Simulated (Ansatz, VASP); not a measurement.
**BeTe: VASP beside Ansatz**

```
CELL_PARAMETERS angstrom
0.00000 2.77000 2.77000
2.77000 0.00000 2.77000
2.77000 2.77000 0.00000
ATOMIC_POSITIONS crystal
Te 0.75000 0.75000 0.75000
Be 0.00000 0.00000 0.00000
```

Alike in both runs: task Born charges and dielectric tensor; functional LDA; k mesh 8 × 8 × 8; no spin polarisation.

|  | VASP | Ansatz |
| --- | --- | --- |
| version | VASP 6.6.1 | Ansatz 0.2.0 |
| potentials or method | VASP PAW LDA potentials, release 64 (Te, Be) | Ansatz PAW |
| plane-wave cutoff (eV) | 520 | 420 |
| occupations | fermi-dirac, width 0.05 eV | fixed |
| valence electrons in the cell | 8 | 18 |

Ansatz gave:

| Quantity | Value |
| --- | --- |
| gap on the k mesh at the Fermi level (eV) | 1.77 |
| least direct gap on the mesh (eV) | 3.58 |
| mean electronic dielectric constant | 7.51 |
| mean Born charge of the atom that differs most (e) | -1.23 |

Q: Which values does VASP return?

A: gap on the k mesh at the Fermi level (eV): 1.75; least direct gap on the mesh (eV): 3.54; mean electronic dielectric constant: 7.66; mean Born charge of the atom that differs most (e): -1.23.

The two sets of potentials don't hold the same shells in valence.

Caveats: spin-orbit coupling is left out, which moves the levels of the heavy elements. A k mesh can miss the band edges.
